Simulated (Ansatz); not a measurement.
MnSb in Ansatz: the effect of Hubbard term

Crystal: MnSb.

```
Sb Mn
1.0
     4.15000    0.00000    0.00000
    -2.07500    3.59401    0.00000
     0.00000    0.00000    5.78000
Sb Mn
2 2
Cartesian
  2.0750 1.1980 4.3350
  0.0000 2.3960 1.4450
  0.0000 0.0000 2.8900
  0.0000 0.0000 0.0000
```

Alike in all runs:

* Program: Ansatz 0.2.0
* Task: band structure
* Functional: LDA
* Potentials or basis: Ansatz PAW
* Cutoff: 420 eV (not typed: the program's choice for these potentials)
* k mesh: 7 × 7 × 5
* Occupations: fermi-dirac, width 0.05 eV
* Spin: collinear spin, ferromagnetic start
* Starting moments: [0.0, 0.0, 4.0, 4.0] μB
* Path: [["G", "M", "K", "G", "A", "L", "H", "A"], ["L", "M"], ["K", "H"]]
* Points for each segment of the path: 14
* Hubbard projectors: ortho-atomic (the default)
* Double counting: fll (the default)

```csv
Hubbard term,pressure (GPa),moment (μB)
none,-10.6,6.52
Mn d U = 1 eV,-6.9,7.13
Mn d U = 2 eV,?,?
Mn d U = 3 eV,-1.0,7.87
Mn d U = 4 eV,1.4,8.09
Mn d U = 5 eV,3.3,8.19
Mn d U = 6 eV,4.8,8.23
Mn d U = 8 eV,7.9,8.39
```

Problem. What does the run with Hubbard term Mn d U = 2 eV give?

Solution. Pressure -3.9 GPa; moment 7.54 μB.

Worked out: A parabola through the other rows of the pressure, of slope 2.93 GPa per eV there, gives -3.9 GPa, against the run's -3.9. A parabola through the other rows of the moment, of slope 0.366 μB per eV there, gives 7.47 μB, against the run's 7.54.

Caveats: only a ferromagnetic start was run, and an antiferromagnetic order may lie lower in energy; the PAW data sets come from PBE, with cores solved anew for the run's functional, which leaves a small shift of forces and pressure; the magnetic or orbital state may not be the lowest (some runs); the U is typed as a test and isn't derived for this compound (some runs).

Runs at the PBE level aren't shown here.
